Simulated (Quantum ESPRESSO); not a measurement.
Crystal: SnO.

```
CELL_PARAMETERS angstrom
3.81370 0.00000 0.00000
0.00000 3.81370 0.00000
0.00000 0.00000 4.88691
ATOMIC_POSITIONS crystal
Sn 0.50000 0.00000 0.76463
Sn 0.00000 0.50000 0.23537
O 0.00000 0.00000 0.00000
O 0.50000 0.50000 0.00000
```

The cell is a database's computed one.

Base run:

```yaml
Program: Quantum ESPRESSO 7.5
Functional: LDA
Potentials_or_basis: GBRV 1.5 LDA
Cutoff: 925 eV
Density_cutoff: 7401 eV
k_mesh: 7 × 7 × 6
Occupations: fermi-dirac, width 0.05 eV
Spin: no spin polarisation
```

Its results: band gap on the k mesh 0.46 eV, indirect (least direct gap 1.99 eV); pressure -3.2 GPa; largest force 0.179 eV/Å.

The run is repeated on the same cell with these changes: functional from LDA to PBEsol; potentials or basis from GBRV 1.5 LDA to GBRV 1.5 PBEsol. What comes out?

Band gap on the k mesh 0.37 eV, indirect (least direct gap 1.98 eV); pressure -0.5 GPa; largest force 0.112 eV/Å.

Caveats: spin-orbit coupling is left out, which moves the levels of the heavy elements; the mesh misses the band edges, which the band path finds closer together.
